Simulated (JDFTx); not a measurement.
# CuAu (P4/mmm) in JDFTx: further runs

Aim: see how the results for CuAu move with the level of theory and the settings. Levels: PBE+U, PBE. Tasks: single point, relaxation of cell and atoms.

Program: JDFTx 1.7.0 (patched build). These are calculated values, not measurements. Logs are shortened: lines on timing, memory, paths and dates and some standing lists are left out, and cuts for length are marked. The log counts tension as positive stress, the text compression.

## (1) The structure

The structure is tetragonal, space group P4/mmm (No. 123). The conventional cell has a = 2.811 Å, b = 2.811 Å, c = 3.685 Å, α = 90.00°, β = 90.00°, γ = 90.00°. Au (site symmetry 4/mmm) has 8 Cu at 2.71 Å and 4 Au at 2.81 Å as nearest neighbours. Cu (site symmetry 4/mmm) is surrounded by 8 Au at 2.71 Å and 4 Cu at 2.81 Å.

## (2) Single point, PBE+U

File CuAu.in:

```
lattice \
    5.3115466753     0.0000000000     0.0000000000 \
    0.0000000000     5.3115466753     0.0000000000 \
    0.0000000000     0.0000000000     6.9636407692
coords-type Lattice
ion Au     0.0000000000     0.0000000000     0.0000000000 1
ion Cu     0.5000000000     0.5000000000     0.5000000000 1

ion-species pseudo/Au.upf
ion-species pseudo/Cu.upf
elec-cutoff 46 368
elec-ex-corr gga-PBE
kpoint-folding 9 9 7
elec-smearing Fermi 0.0018374661
elec-n-bands 26
add-U Au d 0.146997 Cu d 0.146997
electronic-SCF nIterations 100 energyDiffThreshold 1e-09
electronic-minimize nIterations 30 energyDiffThreshold 1e-7
converge-empty-states yes
forces-output-coords Cartesian

dump-name run.$VAR
dump End Ecomponents EigStats BandEigs Kpoints Forces Stress RhoAtom ElecDensity Dtot KEdensity
```

Potentials or basis: PseudoDojo-SR-PBE-0.5-standard with smoothed tails.

On the command line:

```
jdftx -c 1 -i CuAu.in -o CuAu.out
```

What it wrote:

```text
*************** JDFTx 1.7.0 (patched build) ***************

Input parsed successfully to the following command list (including defaults):
[... the input with its defaults ...]

---------- Setting up symmetries ----------

Found 16 point-group symmetries of the bravais lattice
Found 16 space-group symmetries with basis
Applied RMS atom displacement 0 bohrs to make symmetries exact.

---------- Initializing the Grid ----------
R =
[      5.31155            0            0  ]
[            0      5.31155            0  ]
[            0            0      6.96364  ]
unit cell volume = 196.462
G =
[    1.18293          0          0  ]
[          0    1.18293          0  ]
[          0          0   0.902285  ]
Minimum fftbox size, Smin = [  48  48  64  ]
Chosen fftbox size, S = [  48  48  64  ]

---------- Initializing tighter grid for wavefunction operations ----------
R =
[      5.31155            0            0  ]
[            0      5.31155            0  ]
[            0            0      6.96364  ]
unit cell volume = 196.462
G =
[    1.18293          0          0  ]
[          0    1.18293          0  ]
[          0          0   0.902285  ]
Minimum fftbox size, Smin = [  36  36  44  ]
Chosen fftbox size, S = [  36  36  48  ]

---------- Exchange Correlation functional ----------
Initalized PBE GGA exchange.
Initalized PBE GGA correlation.

---------- Setting up pseudopotentials ----------
Width of ionic core gaussian charges (only for fluid interactions / plotting) set to 0

Reading pseudopotential file 'pseudo/Au.upf':
  'Au' pseudopotential, 'PBE' functional
  Generated using ONCVPSP code by D. R. Hamann
  19 valence electrons, 4 orbitals, 7 projectors, 1001 radial grid points, with lMax = 3
    5S    l: 0   occupation:  2.0   eigenvalue: -3.982491
    5P    l: 1   occupation:  6.0   eigenvalue: -2.196962
    5D    l: 2   occupation: 10.0   eigenvalue: -0.252734
    6S    l: 0   occupation:  1.0   eigenvalue: -0.211760
  Core radius for overlap checks: 1.57 bohrs.

Reading pseudopotential file 'pseudo/Cu.upf':
  'Cu' pseudopotential, 'PBE' functional
  Generated using ONCVPSP code by D. R. Hamann
  19 valence electrons, 4 orbitals, 6 projectors, 1001 radial grid points, with lMax = 2
    3S    l: 0   occupation:  2.0   eigenvalue: -4.215294
    3P    l: 1   occupation:  6.0   eigenvalue: -2.651240
    3D    l: 2   occupation: 10.0   eigenvalue: -0.185165
    4S    l: 0   occupation:  1.0   eigenvalue: -0.169411
  Core radius for overlap checks: 1.70 bohrs.

Initialized 2 species with 2 total atoms.

Folded 1 k-points by 9x9x7 to 567 k-points.

---------- Setting up k-points, bands, fillings ----------
Reduced to 60 k-points under symmetry.
Computing the number of bands and number of electrons
Calculating initial fillings.
nElectrons:  38.000000   nBands: 26   nStates: 60

----- Setting up reduced wavefunction bases (one per k-point) -----
average nbasis = 2927.480 , ideal nbasis = 2927.582

---------- Setting up ewald sum ----------
Optimum gaussian width for ewald sums = 2.066163 bohr.
Real space sum over 1089 unit cells with max indices [  5  5  4  ]
Reciprocal space sum over 1815 terms with max indices [  5  5  7  ]

---------- Allocating electronic variables ----------
Initializing wave functions:  linear combination of atomic orbitals
Note: number of bands (26) exceeds available atomic orbitals (20)
Au pseudo-atom occupations:   s ( 2 1 )  p ( 6 )  d ( 10 )
Cu pseudo-atom occupations:   s ( 2 1 )  p ( 6 )  d ( 10 )
	FillingsUpdate:  mu: +0.696896212  nElectrons: 38.000000
LCAOMinimize: Iter:   0  F: -323.3166354226555654  |grad|_K:  2.464e-03  alpha:  1.000e+00
	FillingsUpdate:  mu: +0.724524859  nElectrons: 38.000000
LCAOMinimize: Iter:   1  F: -323.3568812574474691  |grad|_K:  8.514e-04  alpha:  5.289e-01  linmin:  1.014e-01  cgtest: -6.805e-01
	FillingsUpdate:  mu: +0.724046881  nElectrons: 38.000000
[... 12 lines of inner loops ...]
LCAOMinimize: Iter:   7  F: -323.3618702729557413  |grad|_K:  2.964e-07  alpha:  6.769e-01  linmin: -1.304e-03  cgtest: -5.443e-02
	FillingsUpdate:  mu: +0.717521152  nElectrons: 38.000000
LCAOMinimize: Iter:   8  F: -323.3618702736239925  |grad|_K:  5.888e-08  alpha:  3.744e-01  linmin:  1.414e-04  cgtest: -1.064e-02
LCAOMinimize: Converged (|Delta F|<1.000000e-06 for 2 iters).

-------- Electronic minimization -----------
Will mix electronic density at each iteration.
	FillingsUpdate:  mu: +0.717521152  nElectrons: 38.000000
	FillingsUpdate:  mu: +0.698897845  nElectrons: 38.000000
SCF: Cycle:  0   F: -323.397241744229120   dF: -3.537e-02   |Residual|: 3.114e-02   |deigs|: 1.030e-01
	FillingsUpdate:  mu: +0.699311246  nElectrons: 38.000000
SCF: Cycle:  1   F: -323.397713818975149   dF: -4.721e-04   |Residual|: 1.447e-02   |deigs|: 6.355e-03
	FillingsUpdate:  mu: +0.698735293  nElectrons: 38.000000
SCF: Cycle:  2   F: -323.397731999394239   dF: -1.818e-05   |Residual|: 5.335e-03   |deigs|: 1.605e-03
	FillingsUpdate:  mu: +0.698712057  nElectrons: 38.000000
SCF: Cycle:  3   F: -323.397747300251012   dF: -1.530e-05   |Residual|: 1.289e-03   |deigs|: 7.177e-04
	FillingsUpdate:  mu: +0.698637743  nElectrons: 38.000000
SCF: Cycle:  4   F: -323.397747924243674   dF: -6.240e-07   |Residual|: 5.529e-04   |deigs|: 2.369e-04
	FillingsUpdate:  mu: +0.698644472  nElectrons: 38.000000
SCF: Cycle:  5   F: -323.397748017835454   dF: -9.359e-08   |Residual|: 9.326e-05   |deigs|: 1.098e-04
	FillingsUpdate:  mu: +0.698643355  nElectrons: 38.000000
SCF: Cycle:  6   F: -323.397748034972210   dF: -1.714e-08   |Residual|: 3.142e-05   |deigs|: 7.786e-05
	FillingsUpdate:  mu: +0.698644292  nElectrons: 38.000000
SCF: Cycle:  7   F: -323.397748038969780   dF: -3.998e-09   |Residual|: 6.431e-06   |deigs|: 5.959e-05
	FillingsUpdate:  mu: +0.698644343  nElectrons: 38.000000
SCF: Cycle:  8   F: -323.397748040052818   dF: -1.083e-09   |Residual|: 3.844e-06   |deigs|: 4.554e-05
	FillingsUpdate:  mu: +0.698644374  nElectrons: 38.000000
SCF: Cycle:  9   F: -323.397748040376371   dF: -3.236e-10   |Residual|: 9.014e-07   |deigs|: 3.698e-05
	FillingsUpdate:  mu: +0.698644385  nElectrons: 38.000000
SCF: Cycle: 10   F: -323.397748040493184   dF: -1.168e-10   |Residual|: 1.342e-06   |deigs|: 8.926e-05
SCF: Converged (|Delta E|<1.000000e-09 for 2 iters).

Setting wave functions to eigenvectors of Hamiltonian
Converging empty states (this may take a while): |deigs|: 2.991e-04

# Stress tensor in Cartesian coordinates [Eh/a0^3]:
[ -0.000202857            0            0  ]
[            0 -0.000202857            0  ]
[            0            0 -0.000192543  ]

# Ionic positions in lattice coordinates:
ion Au   0.000000000000000   0.000000000000000   0.000000000000000 1
ion Cu   0.500000000000000   0.500000000000000   0.500000000000000 1

# Forces in Cartesian coordinates:
force Au   0.000000000000000   0.000000000000000   0.000000000000000 1
force Cu  -0.000000000000000   0.000000000000000   0.000000000000000 1

# Energy components:
   Eewald =     -225.9651395093409292
       EH =       85.5723222951240388
     Eloc =     -246.8831770531314760
      Enl =      -31.0735628373346202
      Exc =      -49.4573367338361507
 Exc_core =       14.3984268079510453
       KE =      129.9956690403162725
        U =        0.0151997439417300
-------------------------------------
     Etot =     -323.3975982463101104
       TS =        0.0001497941830969
-------------------------------------
        F =     -323.3977480404931839

IonicMinimize: Iter:   0  F: -323.397748040493184  |grad|_K:  0.000e+00
IonicMinimize: Converged (|grad|_K<1.000000e-04).

#--- Lowdin population analysis ---
# oxidation-state Au +0.101
# oxidation-state Cu +0.184

Dumping 'run.eigStats' ...
	eMin: -3.403775 at state 19 ( [ +0.000000 +0.444444 +0.428571 ] spin 0 )
	HOMO: +0.698570 at state 31 ( [ +0.111111 +0.333333 +0.428571 ] spin 0 )
	mu  : +0.698644
	LUMO: +0.701105 at state 39 ( [ +0.222222 +0.222222 +0.428571 ] spin 0 )
	eMax: +1.424562 at state 24 ( [ +0.111111 +0.222222 +0.000000 ] spin 0 )
	HOMO-LUMO gap: +0.002535
	Optical gap  : +0.040714 at state 35 ( [ +0.111111 +0.444444 +0.428571 ] spin 0 )
Done!
```

Run time: 3.3 min. Hardware: 1 thread of AMD EPYC 7R43 (Zen 3), shared host; peak memory 0.22 GiB.

Results:

```
Free energy            : -8800.1010 eV
Pressure               : 5.9 GPa
Band gap on the k mesh : none (metal or under the smearing width)
```

Stress tensor (GPa, compression positive):
```
5.97 0.00 0.00
0.00 5.97 0.00
0.00 0.00 5.66
```

Eigenvalues of the final occupation matrices:
```
     site  spin  trace               eigenvalues
atom 1 Au     1   4.94  0.98 0.99 0.99 0.99 0.99
atom 2 Cu     1   4.95  0.99 0.99 0.99 0.99 1.00
```

Caveat: U without spin polarisation on a metal has little footing; the U is typed as a test and isn't derived for this compound.

## (3) Single point, PBE+U

CuAu.in: that of step 2 with these lines changed.

```diff
@@ -15,3 +15,3 @@
 elec-n-bands 26
-add-U Au d 0.146997 Cu d 0.146997
+add-U Au d 0.220496 Cu d 0.220496
 electronic-SCF nIterations 100 energyDiffThreshold 1e-09
@@ -22,2 +22,2 @@
 dump-name run.$VAR
-dump End Ecomponents EigStats BandEigs Kpoints Forces Stress RhoAtom ElecDensity Dtot KEdensity
+dump End Ecomponents EigStats BandEigs Kpoints Forces Stress RhoAtom
```

Potentials or basis: PseudoDojo-SR-PBE-0.5-standard with smoothed tails.

On the command line:

```
jdftx -c 1 -i CuAu.in -o CuAu.out
```

What it wrote:

```text
*************** JDFTx 1.7.0 (patched build) ***************

Input parsed successfully to the following command list (including defaults):
[... the input with its defaults ...]

---------- Setting up symmetries ----------

Found 16 point-group symmetries of the bravais lattice
Found 16 space-group symmetries with basis
Applied RMS atom displacement 0 bohrs to make symmetries exact.

---------- Initializing the Grid ----------
R =
[      5.31155            0            0  ]
[            0      5.31155            0  ]
[            0            0      6.96364  ]
unit cell volume = 196.462
G =
[    1.18293          0          0  ]
[          0    1.18293          0  ]
[          0          0   0.902285  ]
Minimum fftbox size, Smin = [  48  48  64  ]
Chosen fftbox size, S = [  48  48  64  ]

---------- Initializing tighter grid for wavefunction operations ----------
R =
[      5.31155            0            0  ]
[            0      5.31155            0  ]
[            0            0      6.96364  ]
unit cell volume = 196.462
G =
[    1.18293          0          0  ]
[          0    1.18293          0  ]
[          0          0   0.902285  ]
Minimum fftbox size, Smin = [  36  36  44  ]
Chosen fftbox size, S = [  36  36  48  ]

---------- Exchange Correlation functional ----------
Initalized PBE GGA exchange.
Initalized PBE GGA correlation.

---------- Setting up pseudopotentials ----------
Width of ionic core gaussian charges (only for fluid interactions / plotting) set to 0

[... 67 lines left out ...]
	FillingsUpdate:  mu: +0.695729240  nElectrons: 38.000000
SCF: Cycle:  5   F: -323.390759482457383   dF: -1.003e-07   |Residual|: 8.087e-05   |deigs|: 1.146e-04
	FillingsUpdate:  mu: +0.695727974  nElectrons: 38.000000
SCF: Cycle:  6   F: -323.390759503464722   dF: -2.101e-08   |Residual|: 2.872e-05   |deigs|: 8.323e-05
	FillingsUpdate:  mu: +0.695728939  nElectrons: 38.000000
SCF: Cycle:  7   F: -323.390759508125029   dF: -4.660e-09   |Residual|: 1.106e-05   |deigs|: 6.296e-05
	FillingsUpdate:  mu: +0.695729128  nElectrons: 38.000000
SCF: Cycle:  8   F: -323.390759509359157   dF: -1.234e-09   |Residual|: 4.335e-06   |deigs|: 4.756e-05
	FillingsUpdate:  mu: +0.695729222  nElectrons: 38.000000
SCF: Cycle:  9   F: -323.390759509714712   dF: -3.556e-10   |Residual|: 8.672e-07   |deigs|: 3.725e-05
	FillingsUpdate:  mu: +0.695729212  nElectrons: 38.000000
SCF: Cycle: 10   F: -323.390759509841644   dF: -1.269e-10   |Residual|: 1.102e-06   |deigs|: 8.145e-05
SCF: Converged (|Delta E|<1.000000e-09 for 2 iters).

Setting wave functions to eigenvectors of Hamiltonian
Converging empty states (this may take a while): |deigs|: 3.202e-04

# Stress tensor in Cartesian coordinates [Eh/a0^3]:
[  -0.00023277            0            0  ]
[            0  -0.00023277            0  ]
[            0            0 -0.000220451  ]

# Ionic positions in lattice coordinates:
ion Au   0.000000000000000   0.000000000000000   0.000000000000000 1
ion Cu   0.500000000000000   0.500000000000000   0.500000000000000 1

# Forces in Cartesian coordinates:
force Au   0.000000000000000  -0.000000000000000   0.000000000000000 1
force Cu  -0.000000000000000   0.000000000000000   0.000000000000000 1

# Energy components:
   Eewald =     -225.9651395093409292
       EH =       85.7268473161103941
     Eloc =     -247.0972837468688681
      Enl =      -31.1001675609440831
      Exc =      -49.4772262331448331
 Exc_core =       14.3984268079510453
       KE =      130.1046480478970864
        U =        0.0192834516656224
-------------------------------------
     Etot =     -323.3906114266745817
       TS =        0.0001480831670743
-------------------------------------
        F =     -323.3907595098416436

IonicMinimize: Iter:   0  F: -323.390759509841644  |grad|_K:  0.000e+00
IonicMinimize: Converged (|grad|_K<1.000000e-04).

#--- Lowdin population analysis ---
# oxidation-state Au +0.092
# oxidation-state Cu +0.178

Dumping 'run.eigStats' ...
	eMin: -3.398552 at state 19 ( [ +0.000000 +0.444444 +0.428571 ] spin 0 )
	HOMO: +0.695517 at state 31 ( [ +0.111111 +0.333333 +0.428571 ] spin 0 )
	mu  : +0.695729
	LUMO: +0.697449 at state 39 ( [ +0.222222 +0.222222 +0.428571 ] spin 0 )
	eMax: +1.425145 at state 24 ( [ +0.111111 +0.222222 +0.000000 ] spin 0 )
	HOMO-LUMO gap: +0.001932
	Optical gap  : +0.042346 at state 35 ( [ +0.111111 +0.444444 +0.428571 ] spin 0 )
Done!
```

Run time: 3.3 min. Hardware: 1 thread of AMD EPYC 7R43 (Zen 3), shared host; peak memory 0.22 GiB.

What came out:

- Free energy: -8799.9109 eV
- Pressure: 6.7 GPa
- Band gap on the k mesh: none (metal or under the smearing width)

Levels at points of the mesh, in eV from the Fermi level:
```csv
k point,band 15,band 16,band 17,band 18,band 19,band 20,band 21,band 22,band 23,band 24
"(0.00, 0.00, 0.00)",-4.98,-4.09,-3.49,-3.18,-3.18,2.44,8.47,10.37,10.37,17.16
```

Eigenvalues of the final occupation matrices:
```
     site  spin  trace               eigenvalues
atom 1 Au     1   4.95  0.98 0.99 0.99 0.99 0.99
atom 2 Cu     1   4.96  0.99 0.99 0.99 0.99 1.00
```

Caveat: U without spin polarisation on a metal has little footing; the U is typed as a test and isn't derived for this compound.

## (4) Single point, PBE+U

CuAu.in: that of step 3 with these lines changed.

```diff
@@ -15,3 +15,3 @@
 elec-n-bands 26
-add-U Au d 0.220496 Cu d 0.220496
+add-U Au d 0.293995 Cu d 0.293995
 electronic-SCF nIterations 100 energyDiffThreshold 1e-09
@@ -22,2 +22,2 @@
 dump-name run.$VAR
-dump End Ecomponents EigStats BandEigs Kpoints Forces Stress RhoAtom
+dump End Ecomponents EigStats BandEigs Kpoints Forces Stress RhoAtom ElecDensity Dtot KEdensity
```

On the command line:

```
jdftx -c 1 -i CuAu.in -o CuAu.out
```

Wall time 3 min (1 thread of AMD EPYC 7R43 (Zen 3), shared host); peak memory 0.22 GiB.

It converged, with:

```yaml
Free_energy: -8799.7489 eV
Pressure: 7.6 GPa
Band_gap_on_the_k_mesh: none (metal or under the smearing width)
```

Stress tensor (GPa, compression positive):
```
7.73 0.00 0.00
0.00 7.73 0.00
0.00 0.00 7.23
```

Levels at points of the mesh, in eV from the Fermi level:
| k point | band 17 | band 18 | band 19 | band 20 | band 21 | band 22 |
| --- | --- | --- | --- | --- | --- | --- |
| (0.00, 0.00, 0.00) | -4.20 | -3.87 | -3.87 | 2.51 | 8.56 | 10.45 |

Eigenvalues of the final occupation matrices:
```csv
site,spin,trace,eigenvalues
atom 1 Au,1,4.96,0.99 0.99 0.99 0.99 1.00
atom 2 Cu,1,4.97,0.99 0.99 0.99 0.99 1.00
```

Caveat: U without spin polarisation on a metal has little footing; the U is typed as a test and isn't derived for this compound.

## (5) Relaxation of cell and atoms, PBE

CuAu.in: that of step 4 with these lines changed.

```diff
@@ -12,12 +12,11 @@
 elec-ex-corr gga-PBE
-kpoint-folding 9 9 7
+kpoint-folding 4 4 4
 elec-smearing Fermi 0.0018374661
 elec-n-bands 26
-add-U Au d 0.293995 Cu d 0.293995
 electronic-SCF nIterations 100 energyDiffThreshold 1e-09
 electronic-minimize nIterations 30 energyDiffThreshold 1e-7
-converge-empty-states yes
 forces-output-coords Cartesian
+lattice-minimize nIterations 40 energyDiffThreshold 1e-6
 
 dump-name run.$VAR
-dump End Ecomponents EigStats BandEigs Kpoints Forces Stress RhoAtom ElecDensity Dtot KEdensity
+dump End Ecomponents EigStats BandEigs Kpoints Forces Stress
```

On the command line:

```
jdftx -c 1 -i CuAu.in -o CuAu.out
```

It took 7.2 min on 1 thread of Arm Neoverse V2, shared host; peak memory 0.1 GiB.

Results (log left out):

```yaml
Free_energy: -8800.5907 eV
Relaxed_volume: 14.67 Å³/atom
Relaxed_cell: a = 3.052 Å, b = 3.052 Å, c = 3.151 Å, α = 90.00°, β = 90.00°, γ = 90.00°
Space_group_after_relaxing_to_0.05_Å: P4/mmm (No. 123)
Energy_gained_by_relaxing: 58.4 meV/atom
Ionic_steps: 15
Pressure_after_relaxing: 0.0 GPa
Band_gap_on_the_k_mesh: none (metal or under the smearing width)
```

The path:
| step | energy change (eV) | largest force (eV/Å) | pressure (GPa) | volume (Å³) |
| --- | --- | --- | --- | --- |
| 1 | 0.0000 | 0.0000 | 4.63 | 29.11 |
| 2 | -0.0072 | 0.0000 | 3.22 | 29.35 |
| 3 | -0.0171 | 0.0000 | 0.15 | 29.92 |
| 4 | -0.0202 | 0.0000 | -0.03 | 29.95 |
| 5 | -0.0269 | 0.0000 | 0.24 | 29.86 |
| 6 | -0.0443 | 0.0000 | -5.06 | 31.04 |
| 7 | -0.0720 | 0.0000 | -3.32 | 30.55 |
| 8 | -0.0952 | 0.0000 | 0.72 | 29.51 |
| 9 | -0.1072 | 0.0000 | -1.07 | 29.67 |
| 10 | -0.1144 | 0.0000 | -0.50 | 29.49 |
| 11 | -0.1160 | 0.0000 | 1.20 | 29.13 |
| 12 | -0.1165 | 0.0000 | -0.82 | 29.47 |
| 13 | -0.1169 | 0.0000 | -0.07 | 29.35 |
| 14 | -0.1169 | 0.0000 | -0.01 | 29.34 |
| 15 | -0.1169 | 0.0000 | 0.00 | 29.34 |

Final structure:
```
CELL_PARAMETERS angstrom
3.05152 0.00000 0.00000
0.00000 3.05152 0.00000
0.00000 0.00000 3.15114
ATOMIC_POSITIONS crystal
Au 0.00000 0.00000 0.00000
Cu 0.50000 0.50000 0.50000
```

Levels at points of the mesh, in eV from the Fermi level:
```
           k point  band 17  band 18  band 19  band 20  band 21  band 22
(0.00, 0.00, 0.00)    -1.59    -1.55    -1.55     6.23     7.24     7.24
(0.00, 0.00, 0.50)    -2.63    -2.29    -1.77    -1.67    12.87    13.38
(0.00, 0.50, 0.00)    -2.64    -2.33    -1.47    -1.31    12.50    12.72
(0.00, 0.50, 0.50)    -1.37    -1.35    -0.70    -0.69     2.79     5.07
(0.50, 0.50, 0.00)    -1.34    -1.34    -0.49    -0.49     3.12     5.36
(0.50, 0.50, 0.50)    -1.99    -1.94     4.59     4.95     5.71     5.71
```

Caveat: the k mesh is coarse (spacing up to 0.56 Å⁻¹), so the values aren't converged. Spin-orbit coupling is left out, which matters for the levels of Au.

## (6) Summary

```tsv
task	level	U	cell	k mesh	further solve for the empty bands	mesh quality	gap on the mesh (eV)	pressure (GPa)
single point	PBE+U	Au d U = 4 eV, Cu d U = 4 eV	as given	9 × 9 × 7	yes	not flagged	none	5.9
single point	PBE+U	Au d U = 6 eV, Cu d U = 6 eV	as given	9 × 9 × 7	yes	not flagged	none	6.7
single point	PBE+U	Au d U = 8 eV, Cu d U = 8 eV	as given	9 × 9 × 7	yes	not flagged	none	7.6
relaxation of cell and atoms	PBE	-	relaxed	4 × 4 × 4	no	coarse	none	0.0
```

Alike in all rows: potentials or basis PseudoDojo-SR-PBE-0.5-standard with smoothed tails; no spin polarisation; cutoff (eV) 1252; smearing fermi-dirac 0.05 eV.

Caveats: some runs use coarse meshes; U without spin polarisation on a metal has little footing (some runs); the U is typed as a test and isn't derived for this compound (some runs).

Absolute energies hang on the potentials; compare differences alone.
